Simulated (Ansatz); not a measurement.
## Sb₂Pt: phonons across the zone

Computed with DFT PBE, scalar-relativistic, plane waves, PAW (Ansatz). Settings: 420 eV plane-wave cutoff, Γ-centred 6×6×8 mesh, Gaussian smearing of 0.10 eV. No spin polarisation. Phonons by linear response, acoustic sum rule imposed.

Relaxed structure:
```
CELL_PARAMETERS angstrom
5.36176 0.00000 0.00000
0.00000 6.56205 0.00000
0.00000 0.00000 4.16204
ATOMIC_POSITIONS crystal
Sb 0.21608 0.36922 0.00000
Sb 0.78392 0.63078 0.00000
Sb 0.71608 0.13078 0.50000
Sb 0.28392 0.86922 0.50000
Pt 0.00000 0.00000 0.00000
Pt 0.50000 0.50000 0.50000
```

The structure comes from a generated guess, relaxed at this level; another structure or a mixture of phases may lie lower. In a metal, frequencies and elastic constants depend on the k mesh and the smearing, soft modes and shear constants most. Spin–orbit coupling is left out, which matters for heavy elements. The q mesh is coarse, so values between its points are rough.

Force constants from linear response on a 1×1×2 q mesh.

Path: Γ–X–S–Y–Γ–Z–U–R–T–Z | X–U | Y–T | S–R. Only the points of the 1×1×2 mesh were computed; the rest is interpolation, which is rough on so few points. On the mesh no mode is imaginary. Distance along the path (Å⁻¹), then the branches (cm⁻¹, negative for imaginary):
```
0.000  0 0 0 71 78 105 119 130 130 131 150 168 169 172 173 178 183 194
0.146  12 18 24 70 80 103 120 127 128 130 153 169 169 172 173 179 182 194
0.293  25 36 48 65 84 95 118 120 122 130 158 169 170 171 172 179 183 195
0.439  37 52 57 69 84 91 107 109 125 129 163 169 170 170 171 176 188 194
0.586  47 47 68 68 90 90 100 100 128 128 167 167 170 170 173 173 192 192
0.706  48 48 70 70 91 91 100 100 127 127 164 164 170 170 174 174 193 193
0.825  48 48 73 73 91 91 104 104 127 127 156 156 170 170 174 174 196 196
0.945  48 48 77 77 90 90 110 110 127 127 148 148 170 170 174 174 198 198
1.065  48 48 79 79 88 88 113 113 127 127 144 144 170 170 174 174 199 199
1.211  48 48 74 74 91 91 112 112 127 127 147 147 170 170 174 174 198 198
1.358  48 48 65 65 94 94 111 111 127 127 154 154 170 170 173 173 196 196
1.504  47 47 58 58 93 93 112 112 127 127 160 160 170 170 172 172 194 194
1.651  47 47 55 55 93 93 112 112 127 127 163 163 170 170 172 172 193 193
1.770  36 43 56 64 74 107 112 116 125 128 160 166 170 170 171 174 190 195
1.890  24 30 50 64 73 106 122 122 122 130 156 169 169 170 172 176 187 195
2.010  12 15 25 69 77 106 120 128 129 130 152 168 169 172 172 177 184 194
2.129  0 0 0 71 78 105 119 130 130 131 150 168 169 172 173 178 183 194
2.318  20 25 40 79 80 103 116 125 136 136 149 166 167 174 175 177 183 192
2.507  39 49 76 83 96 98 111 118 144 146 146 161 166 174 174 178 180 188
2.696  56 70 87 89 104 105 107 114 144 150 153 153 168 173 173 178 180 184
2.884  71 71 93 93 97 97 119 119 145 145 154 154 171 171 174 174 181 181
3.031  71 71 91 91 97 97 122 122 144 144 156 156 171 171 174 174 180 180
3.177  70 70 86 86 98 98 126 126 143 143 158 158 170 170 173 173 179 179
3.324  69 69 83 83 99 99 130 130 142 142 162 162 170 170 172 172 177 177
3.470  69 69 81 81 100 100 132 132 141 141 164 164 168 168 171 171 177 177
3.590  71 71 82 82 100 100 130 130 142 142 163 163 167 167 171 171 179 179
3.709  75 75 85 85 99 99 125 125 142 142 160 160 165 165 171 171 183 183
3.829  78 78 91 91 99 99 118 118 142 142 160 160 163 163 172 172 186 186
3.949  79 79 94 94 101 101 113 113 142 142 161 161 162 162 172 172 187 187
4.095  80 80 94 94 100 100 114 114 143 143 157 157 162 162 172 172 188 188
4.242  81 81 93 93 98 98 118 118 146 146 151 151 161 161 173 173 190 190
4.388  82 82 91 91 96 96 124 124 143 143 150 150 158 158 173 173 192 192
4.535  83 83 90 90 95 95 127 127 139 139 154 154 155 155 174 174 192 192
4.654  81 81 92 92 95 95 125 125 141 141 154 154 156 156 174 174 191 191
4.774  76 76 94 94 95 95 122 122 143 143 154 154 161 161 174 174 188 188
4.894  72 72 93 93 97 97 120 120 144 144 154 154 167 167 174 174 184 184
5.013  71 71 93 93 97 97 119 119 145 145 154 154 171 171 174 174 181 181
5.108  50 50 68 68 91 91 99 99 129 129 167 167 169 169 174 174 191 191
5.297  66 66 68 68 95 95 98 98 139 139 164 164 168 168 176 176 187 187
5.485  68 68 78 78 98 98 109 109 149 149 159 159 169 169 176 176 180 180
5.674  69 69 81 81 100 100 127 127 144 144 162 162 168 168 172 172 177 177
5.768  47 47 55 55 93 93 112 112 127 127 163 163 170 170 172 172 193 193
5.957  58 58 59 59 94 94 110 110 130 130 161 161 169 169 173 173 193 193
6.146  67 67 79 79 101 101 106 106 137 137 156 156 165 165 174 174 192 192
6.335  77 77 88 88 99 99 117 117 140 140 153 153 159 159 174 174 192 192
6.523  83 83 90 90 95 95 127 127 139 139 154 154 155 155 174 174 192 192
6.617  52 52 79 79 88 88 112 112 129 129 144 144 170 170 174 174 198 198
6.806  69 69 81 81 89 89 109 109 140 140 143 143 169 169 174 174 195 195
6.995  79 79 86 86 98 98 106 106 142 142 152 152 166 166 174 174 190 190
7.184  79 79 92 92 102 102 111 111 141 141 160 160 162 162 172 172 187 187
```
